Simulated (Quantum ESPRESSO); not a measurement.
The system is MgS (Niningerite).

```
CELL_PARAMETERS angstrom
0.00000 2.60165 2.60165
2.60165 0.00000 2.60165
2.60165 2.60165 0.00000
ATOMIC_POSITIONS crystal
S 0.50000 0.50000 0.50000
Mg 0.00000 0.00000 0.00000
```

| Item | Value |
| --- | --- |
| Program | Quantum ESPRESSO 7.5 |
| Task | phonons |
| Functional | LDA |
| Potentials or basis | PseudoDojo 0.4.1 SR LDA standard |
| Cutoff | 1143 eV |
| Density cutoff | 4572 eV |
| k mesh | 6 × 6 × 6, shifted |
| Occupations | fermi-dirac, width 0.05 eV |
| Spin | no spin polarisation |
| Target pressure | 20 GPa |
| Form of the LDA correlation | PW92 |
| Mixing beta | 0.5 |
| Most SCF iterations | 120 |
| SCF threshold | 4e-10 Ry |

The cell and the atoms were relaxed first at 20 GPa, to 14.25 Å³/atom (a = 3.428 Å, b = 3.428 Å, c = 3.428 Å, α = 60.00°, β = 60.00°, γ = 60.00°), and the response was taken there.

The first run showed a gap, so the response started from a second, tighter run with fixed occupations.

Question: What is the highest optical frequency at the zone centre, leaving out the macroscopic field of polar modes?

Answer: 372 cm⁻¹, a mode of symmetry T1u (IR). With the field the highest mode lies at 488 cm⁻¹.

Optical modes at Γ, degenerate ones joined, polar ones without the macroscopic field:
```csv
cm⁻¹,components,symmetry,active in,"IR intensity, summed ((D/Å)²/amu)"
372,3,T1u,IR,22.88
```

Zone-centre frequencies without and with the macroscopic field along z (cm⁻¹):
```
                optical modes in rising order
       without                    372 372 372
with the field                    372 372 488
```

Caveat: the volume moved by over 15 % at a fixed basis, so the end points are rough; the cell is more than 3 GPa from zero pressure, which shifts response properties.
